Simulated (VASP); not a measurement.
Runs of VASP 6.6.1 on MgO. It takes space group Fm-3m (No. 225, cubic). Conventional cell: a = 4.194 Å, b = 4.194 Å, c = 4.194 Å, α = 90.00°, β = 90.00°, γ = 90.00°. Mg (site symmetry m-3m) is surrounded by 6 O at 2.10 Å. O (site symmetry m-3m) is surrounded by 6 Mg at 2.10 Å. The cell is a database's computed one.

| task | level | k mesh | smearing | gap on the mesh (eV) | pressure (GPa) |
| --- | --- | --- | --- | --- | --- |
| single point | PBEsol | 11 × 11 × 11 | fermi-dirac 0.05 eV | 4.76 | (a) |
| band structure | PBEsol | 12 × 12 × 12 | gaussian 0.02 eV | 4.76 | - |
| band structure | r2SCAN | 12 × 12 × 12 | gaussian 0.02 eV | 5.74 | 0.1 |
| band structure | TB-mBJ | 12 × 12 × 12 | gaussian 0.02 eV | 6.90 | - |

Alike in all rows: potentials or basis VASP PAW PBE potentials, release 64 (Mg, O); no spin polarisation; cell as given; cutoff (eV) 520.

**Question.** Estimate the missing entries.

**Answer.** (a) 1.9.

Caveats: the PAW data sets were made with another functional, which shifts forces and pressure a little.

Runs at the PBE level aren't shown here.
